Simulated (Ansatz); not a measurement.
CaO built on the zincblende prototype, relaxed with r2SCAN in the plane-wave code Ansatz. It is cubic, F-43m (No. 216); conventional cell a = 5.213 Å, 17.71 Å³ an atom. Ca is surrounded by 4 O at 2.26 Å; O is surrounded by 4 Ca at 2.26 Å.

The axes x, y and z are those of this cell:
```yaml
crystal:
  lattice:
    - [0.00000, 2.60673, 2.60673]
    - [2.60673, 0.00000, 2.60673]
    - [2.60673, 2.60673, 0.00000]
  atoms:
    - { symbol: Ca, position: [0.00000, 0.00000, 0.00000] }
    - { symbol: O, position: [0.25000, 0.25000, 0.25000] }
```

Unstrained: With PBE the valence top lies at W and the conduction bottom at Γ, 3.333 eV higher; the smallest vertical gap, at Γ, is 3.954 eV. r2SCAN gives an indirect gap of 3.759 eV, from W to Γ; the least direct gap is 4.375 eV at Γ. The HSE06 gap is indirect, 4.728 eV (X to Γ), below the direct gap of 5.346 eV at Γ. Meshes: PBE 8×8×8, r2SCAN 8×8×8, HSE06 6×6×6. Strains are changes of length per length. After each strain the atoms were relaxed again with r2SCAN within the symmetry that the strain leaves, so tilts or polar shifts that break it weren't tested; points keep the names that they have in the unstrained zone. No spin polarisation. The prototype was imposed, so other structures may be more stable.

Task: Estimate what biaxial -1.3 % in x and y, z held does to the gap.

Result: PBE: the gap goes from 3.333 to 3.415 eV (+0.082 eV); the edges go from W → Γ to (0.458, -1/2, -0.042) → Γ. r2SCAN: the gap goes from 3.759 to 3.841 eV (+0.082 eV); the edges move from W → Γ to X → Γ. HSE06: the gap goes from 4.728 to 4.817 eV (+0.089 eV). The r2SCAN energy rises by 3.2 meV an atom.

Task: One strain changed the r2SCAN stress by xx -3.42, yy -3.42, zz -3.42, xy -1.27, xz -1.27, yz -1.27 GPa (compression positive) and the gap by -0.190 eV (PBE), -0.194 eV (r2SCAN), -0.215 eV (HSE06). Which kind of strain was it, and roughly how large?

Result: Uniaxial +4.56 % along [111], other directions held. The pattern of the stress gives the kind; the size needs the stiffness, so it is an estimate.

Task: For epitaxial +5.94 % in the xy plane, how far does the free direction move, and what happens to the gap?

Result: The normal strain at zero normal stress is -13.38 %, 2.25 of the in-plane strain with the sign turned. PBE: the gap goes from 3.333 to 3.281 eV (-0.052 eV); the edges go from W → Γ to Γ–X (0.82) → Γ. r2SCAN: the gap goes from 3.759 to 3.740 eV (-0.019 eV); the edges go from W → Γ to Γ–X (0.82) → Γ. HSE06: the gap goes from 4.728 to 4.663 eV (-0.065 eV); the edges go from X → Γ to Γ–X (0.82) → Γ.

Where an edge lies off the special points, it is a point of the mesh or the k point where a search put PBE's edge or least direct gap, reused for the other functionals, whose own edges may lie a little apart.

Coordinates of k points refer to the reciprocal vectors of the primitive cell of the runs.

The meshes of the hybrids are coarse, so their gaps aren't converged to the digits shown.
